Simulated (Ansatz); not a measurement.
Set up this calculation in Ansatz 0.2.0, as the native input.

```yaml
Task: projected density of states
Functional: RPBE
Potentials_or_basis: Ansatz PAW
Cutoff: "420 eV (not typed: the program's choice for these potentials)"
k_mesh: 5 × 5 × 4
Occupations: fermi-dirac, width 0.05 eV
Spin: no spin polarisation
```

Crystal: P.

```
CELL_PARAMETERS angstrom
1.64774 -5.46504 0.00000
1.64774 5.46504 0.00000
0.00000 0.00000 4.54364
ATOMIC_POSITIONS crystal
P 0.90414 0.09586 0.58882
P 0.09586 0.90414 0.41118
P 0.59586 0.40414 0.08882
P 0.40414 0.59586 0.91118
```

The input as run:

input.yaml

```yaml
crystal:
  lattice:
    - [1.6477431241, -5.4650377251, 0.0]
    - [1.6477431241, 5.4650377251, 0.0]
    - [0.0, 0.0, 4.54363559]
  atoms:
    - { symbol: P, position: [0.90414313, 0.09585687, 0.58881517] }
    - { symbol: P, position: [0.09585687, 0.90414313, 0.41118483] }
    - { symbol: P, position: [0.59585687, 0.40414313, 0.08881517] }
    - { symbol: P, position: [0.40414313, 0.59585687, 0.91118483] }
hamiltonian:
  xc: rpbe
  pseudopotentials: { kind: paw }
kpoints:
  mp_grid: { grid: [5, 5, 4] }
scf:
  occupations: { method: fermi_dirac, width: 0.05 }
  n_extra_bands: 10
output:
  forces: true
  stress: true
  eigenvalues: true
  dos: { projected: true, de: 0.05, nscf_kmesh: { grid: [8, 8, 6] } }
  write_density: true
  write_potential: true
  elf: true
  volumetric_format: npy
```

Potentials or basis: Ansatz PAW.

Run with:

```bash
$ ansatz run input.yaml --threads 2 --pin off --max-ram 5632MiB --backend cpu --events-out ev --progress --plain --runs-dir out
```

Results of the run:

```
Pressure               : 3.9 GPa
Largest force          : 0.355 eV/Å
Band gap on the k mesh : 0.49 eV, direct
```

Caveat: odd divisions of the mesh miss points on the zone boundary, where band edges often lie, so the gap on the mesh can be too wide; the PAW data sets come from PBE, with cores solved anew for the run's functional, which leaves a small shift of forces and pressure; the density of states is complete only up to the lowest level of the last band computed.

Wall time 4.5 s on 2 threads of Arm Neoverse V1, on a shared host, peak memory 0.35 GiB.
